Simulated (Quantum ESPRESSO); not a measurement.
# Os: zone-centre phonons under several settings

```
CELL_PARAMETERS angstrom
2.73410 0.00000 0.00000
-1.36705 2.36780 0.00000
0.00000 0.00000 4.31970
ATOMIC_POSITIONS crystal
Os 0.66667 0.33333 0.75000
Os 0.33333 0.66667 0.25000
```

All runs used Quantum ESPRESSO 7.5; potentials GBRV 1.5 PBE; k mesh 9 × 9 × 5; no spin polarisation; cutoff 612 eV; occupations cold, width 0.2 eV.

```csv
level,geometry,volume (Å³/atom),pressure (GPa),lowest optical mode without the field (cm⁻¹),highest optical mode without the field (cm⁻¹)
PBE,relaxed at 0 GPa,14.25,0.0,167,221
PBE,relaxed at 5 GPa,14.07,5.0,170,228
PBE,relaxed at 10 GPa,?,10.0,?,?
PBE,relaxed at 20 GPa,13.62,20.0,178,247
```

Problem. What stands in the row left open?

Solution. Volume 13.91 Å³/atom; lowest optical mode without the field 173 cm⁻¹; highest optical mode without the field 235 cm⁻¹.

Caveats: the mesh is thin for the phonons of a metal; the cell is more than 3 GPa from zero pressure, which shifts response properties (some runs).

For the row left open. Caveat: the mesh is thin for the phonons of a metal; the cell is more than 3 GPa from zero pressure, which shifts response properties.
